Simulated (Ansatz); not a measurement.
The guess for P was made by a generator: 4-connected net of one element (I-4m2, No. 119). Lengths were set from tabulated atomic sizes, so they are only a guess.

```cif
data_structure
_symmetry_space_group_name_H-M 'I-4m2'
_symmetry_Int_Tables_number 119
_cell_length_a 5.0774
_cell_length_b 5.0774
_cell_length_c 8.5596
_cell_angle_alpha 90.000
_cell_angle_beta 90.000
_cell_angle_gamma 90.000
_cell_volume 220.67
loop_
_atom_site_label
_atom_site_type_symbol
_atom_site_symmetry_multiplicity
_atom_site_Wyckoff_symbol
_atom_site_fract_x
_atom_site_fract_y
_atom_site_fract_z
_atom_site_occupancy
P1 P 2 a 0.00000 0.00000 0.00000 1
P2 P 8 i 0.50000 0.70599 0.28778 1
```

Level of theory: DFT PBE, scalar-relativistic, plane waves, PAW in Ansatz 0.2.0. Cutoff 420 eV, Gaussian smearing, Γ-centred meshes. Cell and atoms relax first on a coarse mesh and then on a finer one. In between, the cell is made exact in the group found at 0.06 Å. In metals the finer mesh still leaves noise of several meV/atom or more. The steps can't lower the symmetry of their start. No spin polarisation.

A guess keeps its type if space group and coordination stay and the shape of the cell changes little (axis ratios within about 15 %, angles within 6°); the volume may change.

**Question.** Will the relaxed cell still be of the starting type?

**Answer.** It doesn't keep its type. The symmetry stays I-4m2 (No. 119). The volume per atom shrinks by 21.4 %, from 22.1 to 17.3 Å³. The shortest distance goes from 2.09 Å (P–P) to 2.27 Å (P–P). The ratio c/a of the conventional cell changes by a factor of 0.40. Counting neighbours within 15 % of an atom's shortest distance, the start has P 4 and the end P 3/4. In detail, at the end P on a site of symmetry -4m2 is surrounded by 4 P at 2.27 Å; P on a site of symmetry m has 3 P at 2.27–2.37 Å and 2 P at 2.62 Å.

```yaml
crystal:
  lattice:
    - [-3.19272, 3.19272, 2.12629]
    - [3.19272, -3.19272, 2.12629]
    - [3.19272, 3.19272, -2.12629]
  atoms:
    - { symbol: P, position: [0.00000, 0.00000, 0.00000] }
    - { symbol: P, position: [0.89755, 0.63732, 0.26022] }
    - { symbol: P, position: [0.36268, 0.62290, 0.26022] }
    - { symbol: P, position: [0.36268, 0.10245, 0.73978] }
    - { symbol: P, position: [0.37710, 0.63732, 0.73978] }
```

The last run used a 10×10×10 mesh for its 5-atom cell and Gaussian smearing of 0.10 eV. Symmetry constrained the relaxation, so the result can be a saddle point. Another cell of P relaxed alike, in Cmmm, lies 108 meV/atom lower, so this cell isn't the stable form at this level.

In counts of neighbours, a slash parts the counts of unlike sites.
